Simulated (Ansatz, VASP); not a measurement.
# Two plane-wave programs on CdSe

```xyz
4
Lattice="4.2475 0.0000 0.0000 -2.1238 3.6785 0.0000 0.0000 0.0000 6.9414" Properties=species:S:1:pos:R:3 pbc="T T T"
Cd    2.1238    1.2262    3.4725
Cd    0.0000    2.4523    6.9432
Se    2.1238    1.2262    6.0779
Se    0.0000    2.4523    2.6072
```

Alike in both runs: functional LDA; k mesh 9 × 9 × 4; occupations gaussian, width 0.02 eV; no spin polarisation.

Ansatz relaxed the structure, and its values are those at the end. VASP's run is a single point on that final structure, the one shown.

```csv
,VASP,Ansatz
version,VASP 6.6.1,Ansatz 0.2.0
potentials or method,"VASP PAW LDA potentials, release 64 (Cd, Se)","scalar-relativistic, plane waves, PAW"
plane-wave cutoff (eV),520,600
valence electrons in the cell,36,72
```

```csv
,VASP,Ansatz,Ansatz less VASP
gap on the k mesh at the Fermi level (eV),0.50,0.46,-0.032
least direct gap on the mesh (eV),0.50,0.46,-0.032
pressure (GPa),0.5,0.0,-0.49
```

The two sets of potentials don't hold the same shells in valence. Ansatz warned: «pseudo_functional_mismatch».
